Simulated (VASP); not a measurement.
# Ba (P6/mmm) in VASP: further runs

Runs on Ba. Level: LDA. Tasks: single point.

Program: VASP 6.6.1. These are calculated values, not measurements. Logs are shortened: lines on timing, memory, paths and dates and some standing lists are left out, and cuts for length are marked.

## (1) The crystal as given

It takes space group P6/mmm (No. 191, hexagonal). Conventional cell: a = 4.312 Å, b = 4.312 Å, c = 3.913 Å, α = 90.00°, β = 90.00°, γ = 120.00°. Ba (site symmetry 6/mmm) has 8 Ba at 3.91 to 4.31 Å as nearest neighbours.

This isn't the form of Ba at room conditions, which is bcc.

## (2) Single point, LDA

The input, INCAR:

```
SYSTEM = Ba
ADDGRID = .False.
ALGO = Normal
EDIFF = 1E-6
ENCUT = 550
GGA = CA
ISIF = 2
ISMEAR = -1
LASPH = .True.
LCHARG = .False.
LREAL = Auto
LWAVE = .False.
NBANDS = 11
NELM = 100
PREC = Accurate
SIGMA = 0.2
```

The input, KPOINTS:

```
k-points
0
Gamma
  10 10 10
  0 0 0
```

The input, POSCAR:

```
Ba
1.0
    4.3116136979      0.0000000000      0.0000000000
   -2.1558068490      3.7339669937      0.0000000000
    0.0000000000      0.0000000000      3.9134133000
Ba
1
Direct
    0.0000000000      0.0000000000      0.0000000000
```

Potentials or basis: VASP PAW LDA potentials, release 64 (Ba_sv).

Run with:

```console
cat potpaw_LDA.64/Ba_sv/POTCAR > POTCAR
mpirun -np 1 vasp_std > vasp.out
```

OUTCAR:

```text
SYSTEM = Ba
   EDIFF = 1E-6
   ENCUT = 550
   GGA = CA
   ISIF = 2
   ISMEAR = -1
   LASPH = .True.
   LREAL = Auto
   NELM = 100
   PREC = Accurate

 Found     84 irreducible k-points:

 Following reciprocal coordinates:
            Coordinates               Weight
  0.000000  0.000000  0.000000      1.000000
  0.100000  0.000000  0.000000      6.000000
  0.200000  0.000000  0.000000      6.000000
  0.300000  0.000000  0.000000      6.000000
  0.400000  0.000000  0.000000      6.000000
  0.500000  0.000000  0.000000      3.000000
   k-points           NKPTS =     84   k-points in BZ     NKDIM =     84   number of bands    NBANDS=     11
   number of dos      NEDOS =    301   number of ions     NIONS =      1
   total plane-waves  NPLWV =  38880
   dimension x,y,z NGX =    36 NGY =   36 NGZ =   30
   dimension x,y,z NGXF=    72 NGYF=   72 NGZF=   60
   ions per type =               1
   NGX,Y,Z   is equivalent  to a cutoff of  13.88, 13.88, 12.74 a.u.
   NGXF,Y,Z  is equivalent  to a cutoff of  27.76, 27.76, 25.49 a.u.
 SYSTEM =  Ba
   PREC   = accura    normal or accurate (medium, high low for compatibility)
   ISTART =      0    job   : 0-new  1-cont  2-samecut
   ICHARG =      2    charge: 1-file 2-atom 10-const
   ISPIN  =      1    spin polarized calculation?
   LNONCOLLINEAR =      F non collinear calculations
   LSORBIT =      F    spin-orbit coupling
   LASPH  =      T    aspherical Exc in radial PAW
   ENCUT  =  550.0 eV  40.42 Ry    6.36 a.u.   8.24  8.24  7.48*2*pi/ulx,y,z
   NELM   =    100;   NELMIN=  2; NELMDL= -5     # of ELM steps
   EDIFF  = 0.1E-05   stopping-criterion for ELM
   LREAL  =      T    real-space projection
   EDIFFG = 0.1E-04   stopping-criterion for IOM
   NSW    =      0    number of steps for IOM
   IBRION =     -1    ionic relax: 0-MD 1-quasi-New 2-CG
   NFREE  =      0    steps in history (QN), initial steepest desc. (CG)
   ISIF   =      2    stress and relaxation
   ISYM   =      2    0-nonsym 1-usesym 2-fastsym
   POTIM  = 0.5000    time-step for ionic-motion
   TEBEG  =    0.0;   TEEND  =   0.0 temperature during run
   PSTRESS=    0.0 pullay stress
   NELECT =      10.0000    total number of electrons
   NUPDOWN=      -1.0000    fix difference up-down
   EMIN   =  10.00;   EMAX   =-10.00  energy-range for DOS
   EFERMI =   0.00;   METHOD = LEGACY
   ISMEAR =    -1;   SIGMA  =   0.20  broadening in eV -4-tet -1-fermi 0-gaus
   EFERMI_NEDOS =   21; number of points for ismear=-14 and -15
   IALGO  =     38    algorithm
   IMIX   =      4    mixing-type and parameters
     AMIX     =   0.40;   BMIX     =  1.00
     AMIX_MAG =   1.60;   BMIX_MAG =  1.00
  volume/ion in A,a.u.               =      63.00       425.17
  Fermi-wavevector in a.u.,A,eV,Ry     =   0.886379  1.675014 10.689660  0.785668
  Thomas-Fermi vector in A             =   2.007537
   LORBIT       =      0    0 simple, 1 ext, 2 COOP (PROOUT), +10 PAW based schemes
   GGA     = CA    functional components
   LHFCALC =     F    Hartree Fock is set to
   AEXX    =    0.0000 exact exchange contribution
   IVDW    =     0    specifies the selected vdW correction
   LEPSILON=     F    determine dielectric tensor
   LRPA    =     F    only Hartree local field effects (RPA)
 non-spin polarized calculation
  energy-cutoff  :      550.00
  volume of cell :       63.00
 maximum number of plane-waves:      1869
 NGX is ok and might be reduce to    36
   NGX = 17   NGY = 17   NGZ = 15

 number of electron      10.0000000 magnetization

 Free energy of the ion-electron system (eV)
  ---------------------------------------------------
  ext. energy  EPLUGINS =         0.00000000
  ---------------------------------------------------
  free energy    TOTEN  =        -2.13996601 eV

  energy without entropy =       -1.90580240  energy(sigma->0) =       -2.02288420

 E-fermi :   1.3898     XC(G=0):  -7.5979

 val. band max:        1.3419867102   @ k =   0.4000   0.2000   0.3000
 cond. band min:       1.4285788748   @ k =   0.4000   0.2000   0.2000
 fundamental gap:      0.0865921646
 Fermi energy:         1.3897883061

 k-point     1 :       0.0000    0.0000    0.0000
  band No.  band energies     occupation
      1     -27.5370      2.00000
      2     -12.4817      2.00000
      3     -12.4817      2.00000
      4     -12.3753      2.00000
      5      -1.2702      2.00000
      6       1.4673      0.80849
      7       3.1000      0.00039
      8       3.1000      0.00039
      9       6.2934      0.00000
     10       6.2934      0.00000
     11       7.5390      0.00000

 k-point     2 :       0.1000    0.0000    0.0000
  band No.  band energies     occupation
      1     -27.5329      2.00000
      2     -12.5329      2.00000
      3     -12.4931      2.00000
      4     -12.3702      2.00000
      5      -1.0997      1.99999
      6       1.5393      0.64278
      7       2.8460      0.00138
      8       3.2716      0.00016
      9       5.9647      0.00000
     10       6.2485      0.00000
     11       8.0567      0.00000

 k-point     3 :       0.2000    0.0000    0.0000
  band No.  band energies     occupation
      1     -27.5223      2.00000
      2     -12.6635      2.00000
      3     -12.5227      2.00000
      4     -12.3569      2.00000
      5      -0.6417      1.99992
      6       1.7048      0.34294
      7       2.3937      0.01313
      8       3.7731      0.00001
      9       5.3614      0.00000
     10       6.1359      0.00000
     11       8.7122      0.00000

 k-point     4 :       0.3000    0.0000    0.0000
  band No.  band energies     occupation
      1     -27.5090      2.00000
      2     -12.8180      2.00000
      3     -12.5589      2.00000
      4     -12.3404      2.00000
      5      -0.0612      1.99859
      6       1.6968      0.35454
      7       2.2967      0.02123
      8       4.5609      0.00000
      9       4.8317      0.00000
     10       6.0053      0.00000
     11       7.8172      0.00000

 k-point     5 :       0.4000    0.0000    0.0000
  band No.  band energies     occupation
      1     -27.4983      2.00000
      2     -12.9381      2.00000
      3     -12.5877      2.00000
      4     -12.3269      2.00000
      5       0.3597      1.98847
      6       1.6639      0.40508
      7       2.4545      0.00971
      8       4.4881      0.00000
      9       5.5299      0.00000
     10       5.9056      0.00000
     11       7.3744      0.00000

 k-point     6 :       0.5000    0.0000    0.0000
  band No.  band energies     occupation
      1     -27.4942      2.00000
      2     -12.9829      2.00000
      3     -12.5987      2.00000
      4     -12.3218      2.00000
      5       0.4695      1.98013
      6       1.7576      0.27433
      7       2.4877      0.00823
      8       4.3701      0.00000
      9       5.8689      0.00000
     10       6.2037      0.00000
     11       7.3484      0.00000

 [... further k-points ...]

------------------------ aborting loop because EDIFF is reached ----------------------------------------

  FORCE on cell =-STRESS in cart. coord.  units (eV):
  Direction    XX          YY          ZZ          XY          YZ          ZX
  --------------------------------------------------------------------------------------
  -------------------------------------------------------------------------------------
  Total       -0.5548804     -0.5548804     -0.2004342      0.0000000      0.0000000      0.0000000
  in kB      -14.1105507    -14.1105507     -5.0970210      0.0000000      0.0000000      0.0000000
  external PRESSURE =     -11.1060408 kB  Pullay stress =       0.0000000 kB

 VOLUME and BASIS-vectors are now :
 -----------------------------------------------------------------------------
  energy-cutoff  :      550.00
  volume of cell :       63.00
      direct lattice vectors                 reciprocal lattice vectors
     4.311613698  0.000000000  0.000000000     0.231931724  0.133905844  0.000000000
    -2.155806849  3.733966994  0.000000000     0.000000000  0.267811687  0.000000000
     0.000000000  0.000000000  3.913413300     0.000000000  0.000000000  0.255531405

 POSITION                                       TOTAL-FORCE (eV/Angst)
 -----------------------------------------------------------------------------------
      0.00000      0.00000      0.00000         0.000000      0.000000      0.000000
 -----------------------------------------------------------------------------------
    total drift:                                0.000000     -0.000000     -0.000000

  FREE ENERGIE OF THE ION-ELECTRON SYSTEM (eV)
  ---------------------------------------------------
  free  energy   TOTEN  =        -2.1399660080 eV

  energy  without entropy=       -1.9058023954  energy(sigma->0) =       -2.02288420
```

Wall time 26 s (1 thread of Intel Xeon 6975P-C (Granite Rapids), shared host); peak memory 0.18 GiB.

The run converged, but some of its settings lie outside the range that counts as converged, so its numbers aren't taken as properties of the crystal.

Results:

* Free energy: -2.1400 eV
* Pressure: -1.1 GPa
* Band gap on the k mesh: none (metal or under the smearing width)

## (3) Single point, LDA

INCAR is that of step 2.

KPOINTS is that of step 2.

The input, POSCAR:

```
Ba
1.0
    4.3404360000      0.0427450000      0.0778240000
   -2.1332000000      3.6827230000     -0.0419260000
    0.0706370000     -0.0031590000      3.9204320000
Ba
1
Direct
    0.0107920000      0.0146870000     -0.0229320000
```

Potentials or basis: VASP PAW LDA potentials, release 64 (Ba_sv).

Run with:

```console
cat potpaw_LDA.64/Ba_sv/POTCAR > POTCAR
mpirun -np 1 vasp_std > vasp.out
```

It took 2.5 min on 1 thread of Intel Xeon 6975P-C (Granite Rapids), shared host; peak memory 0.34 GiB.

The run converged, but some of its settings lie outside the range that counts as converged, so its numbers aren't taken as properties of the crystal.

Results:

```
Free energy            : -2.1407 eV
Pressure               : -1.1 GPa
Band gap on the k mesh : none (metal or under the smearing width)
```

## (4) For comparison

An earlier run on the cell as given: functional PBE; potentials or basis VASP PAW PBE potentials, release 64 (Ba_sv); cutoff 520 eV; k mesh 7 × 7 × 7; occupations fermi-dirac, width 0.05 eV; no spin polarisation.

* Pressure: -0.1 GPa
* Band gap on the k mesh: none (metal or under the smearing width)
